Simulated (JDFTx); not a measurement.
# H (I4/mmm) in JDFTx: equation of state

How stiff is H in PBE, and what volume does it want? The cell is scaled to several volumes.

All numbers are computed with JDFTx 1.7.0 (patched build); they aren't measurements. Logs are shortened: lines on timing, memory, paths and dates and some standing lists are left out, and cuts for length are marked. The log counts tension as positive stress, the text compression.

### Step 1. The structure

The structure is tetragonal, space group I4/mmm (No. 139). Conventional cell: a = 3.383 Å, b = 3.383 Å, c = 4.117 Å, α = 90.00°, β = 90.00°, γ = 90.00°. H (site symmetry 4mm) is surrounded by 1 H at 0.74 Å.

### Step 2. Equation of state, PBE, 11.07 Å³/atom (volume scaled by 0.94)

H.in

```
lattice \
   -3.1312831223     3.1312831223     3.1312831223 \
    3.1312831223    -3.1312831223     3.1312831223 \
    3.8105430171     3.8105430171    -3.8105430171
coords-type Lattice
ion H      0.0901377100     0.0901377100     0.0000000000 1
ion H      0.9098622900     0.9098622900     0.0000000000 1

ion-species pseudo/H.upf
elec-cutoff 36 288
elec-ex-corr gga-PBE
kpoint-folding 11 11 11
elec-smearing Fermi 0.0018374661
elec-n-bands 6
electronic-SCF nIterations 100 energyDiffThreshold 1e-09
electronic-minimize nIterations 30 energyDiffThreshold 1e-7
forces-output-coords Cartesian

dump-name run.$VAR
dump End Ecomponents EigStats BandEigs Kpoints Forces Stress
```

Potentials or basis: PseudoDojo-SR-PBE-0.5-standard.

The run is started by

```sh
$ jdftx -c 1 -i H.in -o H.out
```

The log of the run:

```text
*************** JDFTx 1.7.0 (patched build) ***************

Input parsed successfully to the following command list (including defaults):
[... the input with its defaults ...]

---------- Setting up symmetries ----------

Found 16 point-group symmetries of the bravais lattice
Found 16 space-group symmetries with basis
Applied RMS atom displacement 0 bohrs to make symmetries exact.

---------- Initializing the Grid ----------
R =
[     -3.13128      3.13128      3.13128  ]
[      3.13128     -3.13128      3.13128  ]
[      3.81054      3.81054     -3.81054  ]
unit cell volume = 149.448
G =
[ -7.35764e-18    1.00329   0.824447  ]
[    1.00329 -7.35764e-18   0.824447  ]
[    1.00329    1.00329 2.70852e-17  ]
Minimum fftbox size, Smin = [  48  48  48  ]
Chosen fftbox size, S = [  48  48  48  ]

---------- Initializing tighter grid for wavefunction operations ----------
R =
[     -3.13128      3.13128      3.13128  ]
[      3.13128     -3.13128      3.13128  ]
[      3.81054      3.81054     -3.81054  ]
unit cell volume = 149.448
G =
[ -7.35764e-18    1.00329   0.824447  ]
[    1.00329 -7.35764e-18   0.824447  ]
[    1.00329    1.00329 2.70852e-17  ]
Minimum fftbox size, Smin = [  32  32  32  ]
Chosen fftbox size, S = [  32  32  32  ]

---------- Exchange Correlation functional ----------
Initalized PBE GGA exchange.
Initalized PBE GGA correlation.

---------- Setting up pseudopotentials ----------
Width of ionic core gaussian charges (only for fluid interactions / plotting) set to 0

Reading pseudopotential file 'pseudo/H.upf':
  'H' pseudopotential, 'PBE' functional
  Generated using ONCVPSP code by D. R. Hamann
  1 valence electrons, 1 orbitals, 3 projectors, 1001 radial grid points, with lMax = 1
    1S    l: 0   occupation:  1.0   eigenvalue: -0.238602
  Core radius for overlap checks: 0.96 bohrs.

Initialized 1 species with 2 total atoms.

Folded 1 k-points by 11x11x11 to 1331 k-points.

---------- Setting up k-points, bands, fillings ----------
Reduced to 126 k-points under symmetry.
Computing the number of bands and number of electrons
Calculating initial fillings.
nElectrons:   2.000000   nBands: 6   nStates: 126

----- Setting up reduced wavefunction bases (one per k-point) -----
average nbasis = 1541.732 , ideal nbasis = 1541.840

---------- Setting up ewald sum ----------
Optimum gaussian width for ewald sums = 1.861942 bohr.
Real space sum over 1331 unit cells with max indices [  5  5  5  ]
Reciprocal space sum over 2197 terms with max indices [  6  6  6  ]

---------- Allocating electronic variables ----------
Initializing wave functions:  linear combination of atomic orbitals
Note: number of bands (6) exceeds available atomic orbitals (2)
H pseudo-atom occupations:   s ( 1 )
	FillingsUpdate:  mu: -0.100000000  nElectrons: 2.000000
LCAOMinimize: Iter:   0  F: -1.1295947628358265  |grad|_K:  3.992e-04  alpha:  1.000e+00
	FillingsUpdate:  mu: -0.100000000  nElectrons: 2.000000
LCAOMinimize: Iter:   1  F: -1.1299360680363653  |grad|_K:  7.889e-06  alpha:  9.417e-01  linmin:  3.575e-01  cgtest: -8.615e-01
	FillingsUpdate:  mu: -0.100000000  nElectrons: 2.000000
LCAOMinimize: Iter:   2  F: -1.1299360935985960  |grad|_K:  7.132e-06  alpha:  1.018e+00  linmin: -5.317e-05  cgtest:  9.079e-01
LCAOMinimize: Encountered beta<0, resetting CG.
	FillingsUpdate:  mu: -0.100000000  nElectrons: 2.000000
LCAOMinimize: Iter:   3  F: -1.1299362001252113  |grad|_K:  5.135e-08  alpha:  9.235e-01  linmin: -1.637e-02  cgtest:  3.765e-02
LCAOMinimize: Encountered beta<0, resetting CG.
LCAOMinimize: Converged (|Delta F|<1.000000e-06 for 2 iters).

-------- Electronic minimization -----------
Will mix electronic density at each iteration.
	FillingsUpdate:  mu: -0.100000000  nElectrons: 2.000000
	FillingsUpdate:  mu: -0.100000000  nElectrons: 2.000000
SCF: Cycle:  0   F: -1.164917575164528   dF: -3.498e-02   |Residual|: 9.444e-02   |deigs|: 1.454e-01
	FillingsUpdate:  mu: -0.100000000  nElectrons: 2.000000
SCF: Cycle:  1   F: -1.165989265067437   dF: -1.072e-03   |Residual|: 4.714e-02   |deigs|: 1.077e-02
	FillingsUpdate:  mu: -0.100000000  nElectrons: 2.000000
SCF: Cycle:  2   F: -1.166435044962756   dF: -4.458e-04   |Residual|: 5.177e-03   |deigs|: 1.203e-02
	FillingsUpdate:  mu: -0.100000000  nElectrons: 2.000000
SCF: Cycle:  3   F: -1.166437740034258   dF: -2.695e-06   |Residual|: 2.176e-03   |deigs|: 8.965e-04
	FillingsUpdate:  mu: -0.100000000  nElectrons: 2.000000
SCF: Cycle:  4   F: -1.166440293967375   dF: -2.554e-06   |Residual|: 3.495e-04   |deigs|: 1.260e-03
	FillingsUpdate:  mu: -0.100000000  nElectrons: 2.000000
SCF: Cycle:  5   F: -1.166440335759793   dF: -4.179e-08   |Residual|: 1.656e-04   |deigs|: 5.676e-05
	FillingsUpdate:  mu: -0.100000000  nElectrons: 2.000000
SCF: Cycle:  6   F: -1.166440350607301   dF: -1.485e-08   |Residual|: 3.548e-05   |deigs|: 8.894e-05
	FillingsUpdate:  mu: -0.100000000  nElectrons: 2.000000
SCF: Cycle:  7   F: -1.166440351023726   dF: -4.164e-10   |Residual|: 1.199e-05   |deigs|: 1.843e-05
	FillingsUpdate:  mu: -0.100000000  nElectrons: 2.000000
SCF: Cycle:  8   F: -1.166440351046358   dF: -2.263e-11   |Residual|: 1.843e-06   |deigs|: 6.924e-06
SCF: Converged (|Delta E|<1.000000e-09 for 2 iters).

Setting wave functions to eigenvectors of Hamiltonian

# Stress tensor in Cartesian coordinates [Eh/a0^3]:
[ -1.54527e-05            0            0  ]
[            0 -1.54527e-05            0  ]
[            0            0 -0.000159789  ]

# Ionic positions in lattice coordinates:
ion H   0.090137710000000   0.090137710000000   0.000000000000000 1
ion H   0.909862290000000   0.909862290000000   0.000000000000000 1

# Forces in Cartesian coordinates:
force H  -0.000000000000000   0.000000000000000   0.015418020256316 1
force H  -0.000000000000000  -0.000000000000000  -0.015418020256316 1

# Energy components:
   Eewald =       -0.3349400508870323
       EH =        0.3802402161635738
     Eloc =       -1.4423734549938014
      Enl =       -0.2055392691344965
      Exc =       -0.6984631460818655
       KE =        1.1346353538872642
-------------------------------------
     Etot =       -1.1664403510463579

IonicMinimize: Iter:   0  F: -1.166440351046358  |grad|_K:  8.902e-03
IonicMinimize: None of the convergence criteria satisfied after 0 iterations.

#--- Lowdin population analysis ---
# oxidation-state H +0.028 +0.028

Dumping 'run.eigStats' ...
	eMin: -0.383644 at state 0 ( [ +0.000000 +0.000000 +0.000000 ] spin 0 )
	HOMO: -0.290143 at state 125 ( [ +0.454545 -0.454545 +0.454545 ] spin 0 )
	mu  : -0.100000
	LUMO: +0.045077 at state 30 ( [ +0.000000 +0.454545 +0.000000 ] spin 0 )
	eMax: +0.737067 at state 48 ( [ +0.090909 +0.272727 +0.272727 ] spin 0 )
	HOMO-LUMO gap: +0.335219
	Optical gap  : +0.366641 at state 31 ( [ +0.000000 +0.454545 +0.090909 ] spin 0 )
Done!
[note: mu as printed may lie anywhere between the filled and the empty levels]
```

Run time: 23 s. Hardware: 1 thread of Arm Neoverse V2, shared host; peak memory 0.09 GiB.

Results:

```yaml
Free_energy: -31.7405 eV
Pressure: 1.9 GPa
Largest_force: 0.793 eV/Å
Band_gap_on_the_k_mesh: 9.12 eV, indirect (least direct gap 9.98 eV)
```

Caveat: an odd mesh through Γ misses points on the zone boundary, where band edges often lie.

### Step 3. Equation of state, PBE, 11.31 Å³/atom (volume scaled by 0.96)

H.in: that of step 2 with these lines changed.

```diff
@@ -1,5 +1,5 @@
 lattice \
-   -3.1312831223     3.1312831223     3.1312831223 \
-    3.1312831223    -3.1312831223     3.1312831223 \
-    3.8105430171     3.8105430171    -3.8105430171
+   -3.1533351384     3.1533351384     3.1533351384 \
+    3.1533351384    -3.1533351384     3.1533351384 \
+    3.8373787111     3.8373787111    -3.8373787111
 coords-type Lattice
```

Potentials or basis: PseudoDojo-SR-PBE-0.5-standard.

The run is started by

```sh
$ jdftx -c 1 -i H.in -o H.out
```

The log of the run:

```text
*************** JDFTx 1.7.0 (patched build) ***************

Input parsed successfully to the following command list (including defaults):
[... the input with its defaults ...]

---------- Setting up symmetries ----------

Found 16 point-group symmetries of the bravais lattice
Found 16 space-group symmetries with basis
Applied RMS atom displacement 0 bohrs to make symmetries exact.

---------- Initializing the Grid ----------
R =
[     -3.15334      3.15334      3.15334  ]
[      3.15334     -3.15334      3.15334  ]
[      3.83738      3.83738     -3.83738  ]
unit cell volume = 152.628
G =
[ 3.64007e-17   0.996276   0.818682  ]
[   0.996276 3.64007e-17   0.818682  ]
[   0.996276   0.996276 -2.2314e-18  ]
Minimum fftbox size, Smin = [  48  48  48  ]
Chosen fftbox size, S = [  48  48  48  ]

---------- Initializing tighter grid for wavefunction operations ----------
R =
[     -3.15334      3.15334      3.15334  ]
[      3.15334     -3.15334      3.15334  ]
[... 76 lines left out ...]
	FillingsUpdate:  mu: -0.100000000  nElectrons: 2.000000
SCF: Cycle:  8   F: -1.166624602768512   dF: -2.466e-11   |Residual|: 2.770e-06   |deigs|: 5.985e-06
SCF: Converged (|Delta E|<1.000000e-09 for 2 iters).

Setting wave functions to eigenvectors of Hamiltonian

# Stress tensor in Cartesian coordinates [Eh/a0^3]:
[ -1.38112e-05            0            0  ]
[            0 -1.38112e-05            0  ]
[            0            0 -0.000121495  ]

# Ionic positions in lattice coordinates:
ion H   0.090137710000000   0.090137710000000   0.000000000000000 1
ion H   0.909862290000000   0.909862290000000   0.000000000000000 1

# Forces in Cartesian coordinates:
force H   0.000000000000000   0.000000000000000   0.011613210128238 1
force H   0.000000000000000  -0.000000000000000  -0.011613210128238 1

# Energy components:
   Eewald =       -0.3325977361333108
       EH =        0.3818870866405140
     Eloc =       -1.4444472813671316
      Enl =       -0.2041329195481497
      Exc =       -0.6966103521586358
       KE =        1.1292765997982015
-------------------------------------
     Etot =       -1.1666246027685123

IonicMinimize: Iter:   0  F: -1.166624602768512  |grad|_K:  6.705e-03
IonicMinimize: None of the convergence criteria satisfied after 0 iterations.

#--- Lowdin population analysis ---
# oxidation-state H +0.028 +0.028

Dumping 'run.eigStats' ...
	eMin: -0.382181 at state 0 ( [ +0.000000 +0.000000 +0.000000 ] spin 0 )
	HOMO: -0.291314 at state 125 ( [ +0.454545 -0.454545 +0.454545 ] spin 0 )
	mu  : -0.100000
	LUMO: +0.043116 at state 30 ( [ +0.000000 +0.454545 +0.000000 ] spin 0 )
	eMax: +0.724288 at state 48 ( [ +0.090909 +0.272727 +0.272727 ] spin 0 )
	HOMO-LUMO gap: +0.334429
	Optical gap  : +0.365019 at state 31 ( [ +0.000000 +0.454545 +0.090909 ] spin 0 )
Done!
[note: mu as printed may lie anywhere between the filled and the empty levels]
```

Wall time 24 s (1 thread of Arm Neoverse V2, shared host); peak memory 0.09 GiB.

What came out:

- Free energy: -31.7455 eV
- Pressure: 1.5 GPa
- Largest force: 0.597 eV/Å
- Band gap on the k mesh: 9.10 eV, indirect (least direct gap 9.93 eV)

Caveat: an odd mesh through Γ misses points on the zone boundary, where band edges often lie.

### Step 4. Equation of state, PBE, 11.54 Å³/atom (volume scaled by 0.98)

H.in: that of step 3 with these lines changed.

```diff
@@ -1,5 +1,5 @@
 lattice \
-   -3.1533351384     3.1533351384     3.1533351384 \
-    3.1533351384    -3.1533351384     3.1533351384 \
-    3.8373787111     3.8373787111    -3.8373787111
+   -3.1750829646     3.1750829646     3.1750829646 \
+    3.1750829646    -3.1750829646     3.1750829646 \
+    3.8638442281     3.8638442281    -3.8638442281
 coords-type Lattice
```

The run is started by

```sh
$ jdftx -c 1 -i H.in -o H.out
```

Wall time 24 s (1 thread of Arm Neoverse V2, shared host); peak memory 0.09 GiB.

It converged, with:

```
Free energy            : -31.7493 eV
Pressure               : 1.1 GPa
Largest force          : 0.410 eV/Å
Band gap on the k mesh : 9.08 eV, indirect (least direct gap 9.89 eV)
```

Caveat: an odd mesh through Γ misses points on the zone boundary, where band edges often lie.

### Step 5. Equation of state, PBE, 11.78 Å³/atom

H.in: that of step 4 with these lines changed.

```diff
@@ -1,5 +1,5 @@
 lattice \
-   -3.1750829646     3.1750829646     3.1750829646 \
-    3.1750829646    -3.1750829646     3.1750829646 \
-    3.8638442281     3.8638442281    -3.8638442281
+   -3.1965368787     3.1965368787     3.1965368787 \
+    3.1965368787    -3.1965368787     3.1965368787 \
+    3.8899520758     3.8899520758    -3.8899520758
 coords-type Lattice
```

The run is started by

```sh
$ jdftx -c 1 -i H.in -o H.out
```

Wall time 38 s (1 thread of Arm Neoverse V2, shared host); peak memory 0.09 GiB.

It converged, with:

```
Free energy            : -31.7521 eV
Pressure               : 0.7 GPa
Largest force          : 0.231 eV/Å
Band gap on the k mesh : 9.06 eV, indirect (least direct gap 9.85 eV)
```

Caveat: an odd mesh through Γ misses points on the zone boundary, where band edges often lie.

### Step 6. Equation of state, PBE, 12.02 Å³/atom (volume scaled by 1.02)

H.in: that of step 5 with these lines changed.

```diff
@@ -1,5 +1,5 @@
 lattice \
-   -3.1965368787     3.1965368787     3.1965368787 \
-    3.1965368787    -3.1965368787     3.1965368787 \
-    3.8899520758     3.8899520758    -3.8899520758
+   -3.2177066140     3.2177066140     3.2177066140 \
+    3.2177066140    -3.2177066140     3.2177066140 \
+    3.9157140986     3.9157140986    -3.9157140986
 coords-type Lattice
```

Potentials or basis: PseudoDojo-SR-PBE-0.5-standard.

The run is started by

```sh
$ jdftx -c 1 -i H.in -o H.out
```

It took 39 s on 1 thread of Arm Neoverse V2, shared host; peak memory 0.09 GiB.

It converged, with:

```yaml
Free_energy: -31.7539 eV
Pressure: 0.4 GPa
Largest_force: 0.060 eV/Å
Band_gap_on_the_k_mesh: 9.04 eV, indirect (least direct gap 9.81 eV)
```

Caveat: an odd mesh through Γ misses points on the zone boundary, where band edges often lie.

### Step 7. Equation of state, PBE, 12.25 Å³/atom (volume scaled by 1.04)

H.in: that of step 6 with these lines changed.

```diff
@@ -1,5 +1,5 @@
 lattice \
-   -3.2177066140     3.2177066140     3.2177066140 \
-    3.2177066140    -3.2177066140     3.2177066140 \
-    3.9157140986     3.9157140986    -3.9157140986
+   -3.2386013983     3.2386013983     3.2386013983 \
+    3.2386013983    -3.2386013983     3.2386013983 \
+    3.9411415260     3.9411415260    -3.9411415260
 coords-type Lattice
```

The run is started by

```sh
$ jdftx -c 1 -i H.in -o H.out
```

It took 39 s on 1 thread of Arm Neoverse V2, shared host; peak memory 0.09 GiB.

It converged, with:

```
Free energy            : -31.7547 eV
Pressure               : 0.1 GPa
Largest force          : 0.104 eV/Å
Band gap on the k mesh : 9.01 eV, indirect (least direct gap 9.77 eV)
```

Caveat: an odd mesh through Γ misses points on the zone boundary, where band edges often lie.

### Step 8. Equation of state, PBE, 12.49 Å³/atom (volume scaled by 1.06)

H.in: that of step 7 with these lines changed.

```diff
@@ -1,5 +1,5 @@
 lattice \
-   -3.2386013983     3.2386013983     3.2386013983 \
-    3.2386013983    -3.2386013983     3.2386013983 \
-    3.9411415260     3.9411415260    -3.9411415260
+   -3.2592299889     3.2592299889     3.2592299889 \
+    3.2592299889    -3.2592299889     3.2592299889 \
+    3.9662450150     3.9662450150    -3.9662450150
 coords-type Lattice
```

The run is started by

```sh
$ jdftx -c 1 -i H.in -o H.out
```

Wall time 40 s (1 thread of Arm Neoverse V2, shared host); peak memory 0.09 GiB.

The run converged. Its results:

```
Free energy            : -31.7547 eV
Pressure               : -0.2 GPa
Largest force          : 0.261 eV/Å
Band gap on the k mesh : 8.99 eV, indirect (least direct gap 9.73 eV)
```

Caveat: an odd mesh through Γ misses points on the zone boundary, where band edges often lie.

### Step 9. Equation of state, PBE

Potentials or basis: PseudoDojo-SR-PBE-0.5-standard.

No new run: the results of the series are fitted here.

What came out:

| Property | Result |
| --- | --- |
| Equilibrium volume | 12.36 Å³/atom |
| Bulk modulus at fixed shape and positions | 14.9 GPa |
| Pressure derivative of the bulk modulus | 2.8 |

Energy against volume, from the lowest point:
```csv
volume (Å³/atom),energy (meV/atom)
11.073,7.13
11.309,4.62
11.544,2.70
11.780,1.31
12.015,0.42
12.251,0.00
12.487,0.01
```

Caveat: the cell was scaled at fixed shape and fractional positions, which overstates the stiffness of a crystal with free parameters, most of all of layers and chains.
